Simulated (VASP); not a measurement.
# ZnAu (Pm-3m) in VASP: further runs

Runs on ZnAu. Level: PBE. Tasks: single point.

Program: VASP 6.6.1. These are calculated values, not measurements. Logs are shortened: lines on timing, memory, paths and dates and some standing lists are left out, and cuts for length are marked.

**1. The structure**

The structure is cubic, space group Pm-3m (No. 221). The conventional cell has a = 3.147 Å, b = 3.147 Å, c = 3.147 Å, α = 90.00°, β = 90.00°, γ = 90.00°. Au (site symmetry m-3m) has 8 Zn at 2.73 Å as nearest neighbours. Around Zn (site symmetry m-3m) lie 8 Au at 2.73 Å.

**2. Single point, PBE**

Contents of INCAR:

```
SYSTEM = ZnAu
PREC     = Accurate       ! precision mode
ENCUT    = 400            ! plane-wave cutoff, eV
EDIFF    = 1E-6           ! SCF threshold, eV
ISMEAR   = 0              ! smearing method
SIGMA    = 0.2            ! smearing width, eV
LREAL    = .FALSE.        ! projectors in reciprocal space
LASPH    = .TRUE.         ! aspherical terms in the spheres
NELM     = 100            ! most SCF steps
ALGO     = Normal         ! electronic algorithm
ISIF     = 2              ! what is computed and relaxed
LWAVE    = .FALSE.        ! write WAVECAR
LCHARG   = .FALSE.        ! write CHGCAR
GGA      = PE             ! functional
NBANDS   = 18             ! bands
ADDGRID  = .TRUE.
```

Contents of KPOINTS:

```
regular mesh
0
G
  8 8 8
  0 0 0
```

Contents of POSCAR:

```
ZnAu
1.0
    3.1470000000      0.0000000000      0.0000000000
    0.0000000000      3.1470000000      0.0000000000
    0.0000000000      0.0000000000      3.1470000000
Au Zn
1 1
Direct
    0.0000000000      0.0000000000      0.0000000000
    0.5000000000      0.5000000000      0.5000000000
```

Potentials or basis: VASP PAW PBE potentials, release 64 (Au, Zn).

Started as:

```console
cat potpaw_PBE.64/Au/POTCAR potpaw_PBE.64/Zn/POTCAR > POTCAR
mpirun -np 1 vasp_std > vasp.out
```

OUTCAR:

```text
SYSTEM = ZnAu
   PREC = Accurate
   ENCUT = 400
   EDIFF = 1E-6
   ISMEAR = 0
   LREAL = .FALSE.
   LASPH = .TRUE.
   NELM = 100
   ISIF = 2
   GGA = PE

 Found     35 irreducible k-points:

 Following reciprocal coordinates:
            Coordinates               Weight
  0.000000  0.000000  0.000000      1.000000
  0.125000  0.000000  0.000000      6.000000
  0.250000  0.000000  0.000000      6.000000
  0.375000  0.000000  0.000000      6.000000
  0.500000  0.000000  0.000000      3.000000
  0.125000  0.125000  0.000000     12.000000
   k-points           NKPTS =     35   k-points in BZ     NKDIM =     35   number of bands    NBANDS=     18
   number of dos      NEDOS =    301   number of ions     NIONS =      2
   total plane-waves  NPLWV =  13824
   dimension x,y,z NGX =    24 NGY =   24 NGZ =   24
   dimension x,y,z NGXF=    48 NGYF=   48 NGZF=   48
   ions per type =               1   1
   NGX,Y,Z   is equivalent  to a cutoff of  12.68, 12.68, 12.68 a.u.
   NGXF,Y,Z  is equivalent  to a cutoff of  25.36, 25.36, 25.36 a.u.
 SYSTEM =  ZnAu
   PREC   = accura    normal or accurate (medium, high low for compatibility)
   ISTART =      0    job   : 0-new  1-cont  2-samecut
   ICHARG =      2    charge: 1-file 2-atom 10-const
   ISPIN  =      1    spin polarized calculation?
   LNONCOLLINEAR =      F non collinear calculations
   LSORBIT =      F    spin-orbit coupling
   LASPH  =      T    aspherical Exc in radial PAW
   ENCUT  =  400.0 eV  29.40 Ry    5.42 a.u.   5.13  5.13  5.13*2*pi/ulx,y,z
   NELM   =    100;   NELMIN=  2; NELMDL= -5     # of ELM steps
   EDIFF  = 0.1E-05   stopping-criterion for ELM
[... 8 lines left out ...]
   TEBEG  =    0.0;   TEEND  =   0.0 temperature during run
   PSTRESS=    0.0 pullay stress
   NELECT =      23.0000    total number of electrons
   NUPDOWN=      -1.0000    fix difference up-down
   EMIN   =  10.00;   EMAX   =-10.00  energy-range for DOS
   EFERMI =   0.00;   METHOD = LEGACY
   ISMEAR =     0;   SIGMA  =   0.20  broadening in eV -4-tet -1-fermi 0-gaus
   EFERMI_NEDOS =   21; number of points for ismear=-14 and -15
   IALGO  =     38    algorithm
   IMIX   =      4    mixing-type and parameters
     AMIX     =   0.40;   BMIX     =  1.00
     AMIX_MAG =   1.60;   BMIX_MAG =  1.00
  volume/ion in A,a.u.               =      15.58       105.16
  Fermi-wavevector in a.u.,A,eV,Ry     =   1.479406  2.795672 29.778283  2.188642
  Thomas-Fermi vector in A             =   2.593568
   LORBIT       =      0    0 simple, 1 ext, 2 COOP (PROOUT), +10 PAW based schemes
   GGA     = PE    functional components
   LHFCALC =     F    Hartree Fock is set to
   AEXX    =    0.0000 exact exchange contribution
   IVDW    =     0    specifies the selected vdW correction
   LEPSILON=     F    determine dielectric tensor
   LRPA    =     F    only Hartree local field effects (RPA)
 non-spin polarized calculation
 Gauss-broadening in eV      SIGMA  =   0.20
  energy-cutoff  :      400.00
  volume of cell :       31.17
 maximum number of plane-waves:       587
 NGX is ok and might be reduce to    24
   NGX = 11   NGY = 11   NGZ = 11

 number of electron      23.0000001 magnetization

 Free energy of the ion-electron system (eV)
  ---------------------------------------------------
  ext. energy  EPLUGINS =         0.00000000
  ---------------------------------------------------
  free energy    TOTEN  =        -4.73907641 eV

  energy without entropy =       -4.73121658  energy(sigma->0) =       -4.73514649

 E-fermi :   7.0172     XC(G=0): -12.3776

 val. band max:        6.8087735294   @ k =   0.5000   0.3750   0.2500
 cond. band min:       7.1694061831   @ k =   0.3750   0.3750   0.1250
 fundamental gap:      0.3606326537
 Fermi energy:         7.0172434909

 k-point     1 :       0.0000    0.0000    0.0000
  band No.  band energies     occupation
      1      -3.5228      2.00000
      2      -1.0271      2.00000
      3      -1.0271      2.00000
      4      -0.3355      2.00000
      5      -0.3355      2.00000
      6      -0.3355      2.00000
      7       1.6670      2.00000
      8       1.6670      2.00000
      9       3.3554      2.00000
     10       3.3554      2.00000
     11       3.3554      2.00000
     12      12.0949      0.00000
     13      12.0949      0.00000
     14      12.0949      0.00000
     15      15.9529      0.00000
     16      19.2309      0.00000
     17      19.2309      0.00000
     18      25.4022      0.00000

 k-point     2 :       0.1250    0.0000    0.0000
  band No.  band energies     occupation
      1      -3.2467      2.00000
      2      -0.9673      2.00000
      3      -0.9472      2.00000
      4      -0.3383      2.00000
      5      -0.3383      2.00000
      6      -0.3130      2.00000
      7       1.6232      2.00000
      8       1.7410      2.00000
      9       3.1552      2.00000
     10       3.1552      2.00000
     11       3.3333      2.00000
     12      10.2873      0.00000
     13      12.6076      0.00000
     14      12.6076      0.00000
     15      16.8857      0.00000
     16      18.9510      0.00000
     17      20.5567      0.00000
     18      25.1867      0.00000

 k-point     3 :       0.2500    0.0000    0.0000
  band No.  band energies     occupation
      1      -2.4588      2.00000
      2      -0.8115      2.00000
      3      -0.7577      2.00000
      4      -0.3426      2.00000
      5      -0.3426      2.00000
      6      -0.2572      2.00000
      7       1.5058      2.00000
      8       1.9067      2.00000
      9       2.7185      2.00000
     10       2.7185      2.00000
     11       3.2788      2.00000
     12       7.6089      0.00003
     13      13.9821      0.00000
     14      13.9821      0.00000
     15      17.4497      0.00000
     16      18.3193      0.00000
     17      23.2584      0.00000
     18      23.5319      0.00000

 k-point     4 :       0.3750    0.0000    0.0000
  band No.  band energies     occupation
      1      -1.3331      2.00000
      2      -0.6345      2.00000
      3      -0.5696      2.00000
      4      -0.3422      2.00000
      5      -0.3422      2.00000
      6      -0.1998      2.00000
      7       1.3670      2.00000
      8       1.9164      2.00000
      9       2.3286      2.00000
     10       2.3286      2.00000
     11       3.2223      2.00000
     12       5.5032      2.00000
     13      15.9365      0.00000
     14      15.9365      0.00000
     15      17.7442      0.00000
     16      17.9232      0.00000
     17      20.8701      0.00000
     18      20.8790      0.00000

 k-point     5 :       0.5000    0.0000    0.0000
  band No.  band energies     occupation
      1      -0.6450      2.00000
      2      -0.5527      2.00000
      3      -0.4176      2.00000
      4      -0.3404      2.00000
      5      -0.3404      2.00000
      6      -0.1756      2.00000
      7       1.3007      2.00000
      8       1.6486      2.00000
      9       2.1770      2.00000
     10       2.1770      2.00000
     11       3.1983      2.00000
     12       4.7190      2.00000
     13      17.5205      0.00000
     14      18.2420      0.00000
     15      18.2420      0.00000
     16      18.3071      0.00000
     17      18.3071      0.00000
     18      18.5238      0.00000

 k-point     6 :       0.1250    0.1250    0.0000
  band No.  band energies     occupation
      1      -2.9790      2.00000
      2      -0.9094      2.00000
      3      -0.8758      2.00000
      4      -0.3796      2.00000
      5      -0.3410      2.00000
      6      -0.2693      2.00000
      7       1.6531      2.00000
      8       1.7675      2.00000
      9       2.9436      2.00000
     10       3.0240      2.00000
     11       3.2928      2.00000
     12      10.5605      0.00000
     13      10.9435      0.00000
     14      13.0801      0.00000
     15      17.7845      0.00000
     16      19.9947      0.00000
     17      20.6820      0.00000
     18      23.5125      0.00000

 [... further k-points ...]
[... 5 lines left out ...]
  --------------------------------------------------------------------------------------
  -------------------------------------------------------------------------------------
  Total        0.9537324      0.9537324      0.9537324      0.0000000     -0.0000000      0.0000000
  in kB       49.0283076     49.0283076     49.0283076      0.0000000     -0.0000000      0.0000000
  external PRESSURE =      49.0283076 kB  Pullay stress =       0.0000000 kB

 VOLUME and BASIS-vectors are now :
 -----------------------------------------------------------------------------
  energy-cutoff  :      400.00
  volume of cell :       31.17
      direct lattice vectors                 reciprocal lattice vectors
     3.147000000  0.000000000  0.000000000     0.317762949  0.000000000  0.000000000
     0.000000000  3.147000000  0.000000000     0.000000000  0.317762949  0.000000000
     0.000000000  0.000000000  3.147000000     0.000000000  0.000000000  0.317762949

 POSITION                                       TOTAL-FORCE (eV/Angst)
 -----------------------------------------------------------------------------------
      0.00000      0.00000      0.00000         0.000000      0.000000      0.000000
      1.57350      1.57350      1.57350         0.000000      0.000000      0.000000
 -----------------------------------------------------------------------------------
    total drift:                                0.000000      0.000000     -0.000000

  FREE ENERGIE OF THE ION-ELECTRON SYSTEM (eV)
  ---------------------------------------------------
  free  energy   TOTEN  =        -4.7390764053 eV

  energy  without entropy=       -4.7312165783  energy(sigma->0) =       -4.73514649
```

It took 31 s on 1 thread of AMD EPYC, shared host; peak memory 0.18 GiB.

The run converged, but some of its settings lie outside the range that counts as converged, so its numbers aren't taken as properties of the crystal.

What came out:

* Free energy: -4.7391 eV
* Pressure: 4.9 GPa
* Band gap on the k mesh: none (metal or under the smearing width)

**3. Single point, PBE**

INCAR: that of step 2 with these lines changed.

```diff
@@ -7,3 +7,3 @@
 LREAL    = .FALSE.        ! projectors in reciprocal space
-LASPH    = .TRUE.         ! aspherical terms in the spheres
+LASPH    = .FALSE.        ! aspherical terms in the spheres
 NELM     = 100            ! most SCF steps
@@ -15,2 +15,2 @@
 NBANDS   = 18             ! bands
-ADDGRID  = .TRUE.
+ADDGRID  = .FALSE.
```

KPOINTS is that of step 2.

POSCAR is that of step 2.

Potentials or basis: VASP PAW PBE potentials, release 64 (Au, Zn).

Started as:

```console
cat potpaw_PBE.64/Au/POTCAR potpaw_PBE.64/Zn/POTCAR > POTCAR
mpirun -np 1 vasp_std > vasp.out
```

OUTCAR:

```text
SYSTEM = ZnAu
   PREC = Accurate
   ENCUT = 400
   EDIFF = 1E-6
   ISMEAR = 0
   LREAL = .FALSE.
   LASPH = .FALSE.
   NELM = 100
   ISIF = 2
   GGA = PE

 Found     35 irreducible k-points:

 Following reciprocal coordinates:
            Coordinates               Weight
  0.000000  0.000000  0.000000      1.000000
  0.125000  0.000000  0.000000      6.000000
  0.250000  0.000000  0.000000      6.000000
  0.375000  0.000000  0.000000      6.000000
  0.500000  0.000000  0.000000      3.000000
  0.125000  0.125000  0.000000     12.000000
   k-points           NKPTS =     35   k-points in BZ     NKDIM =     35   number of bands    NBANDS=     18
   number of dos      NEDOS =    301   number of ions     NIONS =      2
[... 197 lines left out ...]
     18      23.5127      0.00000

 [... further k-points ...]
[... 5 lines left out ...]
  --------------------------------------------------------------------------------------
  -------------------------------------------------------------------------------------
  Total        0.9557650      0.9557650      0.9557650      0.0000000      0.0000000      0.0000000
  in kB       49.1327971     49.1327971     49.1327971      0.0000000      0.0000000      0.0000000
  external PRESSURE =      49.1327971 kB  Pullay stress =       0.0000000 kB

 VOLUME and BASIS-vectors are now :
 -----------------------------------------------------------------------------
  energy-cutoff  :      400.00
  volume of cell :       31.17
      direct lattice vectors                 reciprocal lattice vectors
     3.147000000  0.000000000  0.000000000     0.317762949  0.000000000  0.000000000
     0.000000000  3.147000000  0.000000000     0.000000000  0.317762949  0.000000000
     0.000000000  0.000000000  3.147000000     0.000000000  0.000000000  0.317762949

 POSITION                                       TOTAL-FORCE (eV/Angst)
 -----------------------------------------------------------------------------------
      0.00000      0.00000      0.00000         0.000000      0.000000      0.000000
      1.57350      1.57350      1.57350         0.000000      0.000000      0.000000
 -----------------------------------------------------------------------------------
    total drift:                                0.000000      0.000000     -0.000000

  FREE ENERGIE OF THE ION-ELECTRON SYSTEM (eV)
  ---------------------------------------------------
  free  energy   TOTEN  =        -4.7389272994 eV

  energy  without entropy=       -4.7310737242  energy(sigma->0) =       -4.73500051
```

stdout:

```text
POSCAR found type information on POSCAR AuZn
 POSCAR found :  2 types and       2 ions
 scaLAPACK will be used
 LDA part: xc-table for (Slater+PW92), standard interpolation
 POSCAR, INCAR and KPOINTS ok, starting setup
 FFT: planning ... GRIDC
 FFT: planning ... GRID_SOFT
 FFT: planning ... GRID
 WAVECAR not read
 entering main loop
```

Wall time 24 s (1 thread of AMD EPYC, shared host); peak memory 0.11 GiB.

The run converged, but some of its settings lie outside the range that counts as converged, so its numbers aren't taken as properties of the crystal.

Results:

```
Free energy            : -4.7389 eV
Pressure               : 4.9 GPa
Band gap on the k mesh : none (metal or under the smearing width)
```

**4. Single point, PBE**

Contents of INCAR:

```
SYSTEM = ZnAu
PREC     = Normal         ! precision mode
ENCUT    = 400            ! plane-wave cutoff, eV
EDIFF    = 1E-4           ! SCF threshold, eV
ISMEAR   = 0              ! smearing method
SIGMA    = 0.2            ! smearing width, eV
LREAL    = Auto         
LASPH    = .TRUE.         ! aspherical terms in the spheres
NELM     = 100            ! most SCF steps
ALGO     = Normal         ! electronic algorithm
ISIF     = 2              ! what is computed and relaxed
LWAVE    = .FALSE.        ! write WAVECAR
LCHARG   = .FALSE.        ! write CHGCAR
GGA      = PE             ! functional
NBANDS   = 18             ! bands
ADDGRID  = .FALSE.
```

KPOINTS is that of step 3.

POSCAR is that of step 3.

Started as:

```console
cat potpaw_PBE.64/Au/POTCAR potpaw_PBE.64/Zn/POTCAR > POTCAR
mpirun -np 1 vasp_std > vasp.out
```

Wall time 14 s (1 thread of AMD EPYC, shared host); peak memory 0.08 GiB.

These settings aren't checked as converged: the numbers below hold their error.

Results:

```
Free energy            : -4.7380 eV
Pressure               : 4.5 GPa
Band gap on the k mesh : none (metal or under the smearing width)
```

**5. For comparison**

An earlier run on the cell as given: functional PBE; potentials or basis VASP PAW PBE potentials, release 64 (Au, Zn); cutoff 520 eV; k mesh 8 × 8 × 8; occupations fermi-dirac, width 0.05 eV; no spin polarisation.

* Pressure: 5.2 GPa
* Band gap on the k mesh: none (metal or under the smearing width)
